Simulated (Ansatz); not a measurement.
# CaF2: energy against volume in PBE, exact exchange and the RPA

Aim: the volume at rest and the bulk modulus of CaF2 in the fluorite structure in the random-phase approximation, beside PBE and exact exchange alone.

Code: Ansatz 0.2.0. PBE orbitals, norm-conserving pseudopotentials, plane waves. Spin-unpolarised throughout; all numbers are computed.

## Step 1: The system as given

The cell was relaxed beforehand with r2SCAN; volume changes: +0 %, -5 %, +5 %, -10 %, +10 %.

Space group Fm-3m (No. 225), cubic; conventional cell a = 5.439 Å, 13.41 Å³ an atom. Around Ca lie 8 F at 2.36 Å; around F lie 4 Ca at 2.36 Å.

The structure in full:

Space group Fm-3m (No. 225). a = 5.439 Å, b = 5.439 Å, c = 5.439 Å, α = 90.00°, β = 90.00°, γ = 90.00°
```json
{"atom": "Ca", "site": "4a", "symmetry": "m-3m", "x": "0.0000", "y": "0.0000", "z": "0.0000"}
{"atom": "F", "site": "8c", "symmetry": "-43m", "x": "0.2500", "y": "0.7500", "z": "0.7500"}
```

## Step 2: The unscaled cell

File input.yaml:

```yaml
crystal:
  lattice:
    - [0.0, 2.7195929739, 2.7195929739]
    - [2.7195929739, 0.0, 2.7195929739]
    - [2.7195929739, 2.7195929739, 0.0]
  atoms:
    - { symbol: Ca, position: [0.0, 0.0, 0.0] }
    - { symbol: F, position: [0.25, 0.25, 0.25] }
    - { symbol: F, position: [0.75, 0.75, 0.75] }
kpoints:
  mp_grid: { grid: [4, 4, 4] }
hamiltonian:
  xc: pbe
  pseudopotentials: { kind: nc }
scf:
  occupations: { method: fixed }
output:
  rpa_energy:
    ecut_chi_ladder: [152, 171, 189, 210, 231]
    long_wavelength: optical_limit
basis:
  ecutwfc: 1320.0
```

The runs that follow: Volume -5 %; Volume +5 %; Volume -10 %; Volume +10 %.

Q: Predict the outcome of this session.

As calculated:

Energies in meV/atom from the unscaled cell:

```csv
volume (Å³/atom),PBE,exact exchange,EXX+RPA,RPA correlation
12.069,73.7,90.6,54.3,-36.3
12.739,24.2,31.3,7.2,-24.2
13.410,0.0,0.0,0.0,0.0
14.080,-4.9,-9.3,-2.0,7.3
14.751,5.1,-1.9,27.7,29.6
```

| energy | V₀ (Å³/atom) | B₀ (GPa) | B₀′ |
| --- | --- | --- | --- |
| PBE | 13.938 | 78 | 4.5 |
| exact exchange | 14.092 | 84 | 4.3 |
| EXX+RPA | 13.512 | unresolved | unresolved |

Birch–Murnaghan fits.

RPA correlation grows stronger on compression, so it pulls the cell in against exact exchange alone. The log puts the extrapolation error of each correlation energy at up to 105 meV/atom, against 56 meV/atom for the whole EXX+RPA curve; part of it cancels between volumes. The curve is too rough to resolve B₀ and B₀′ of EXX+RPA; its minimum, near 13.5 Å³/atom, is a rough guide. The 4×4×4 mesh and the pseudopotentials limit these values, and the core-valence term stays semilocal.
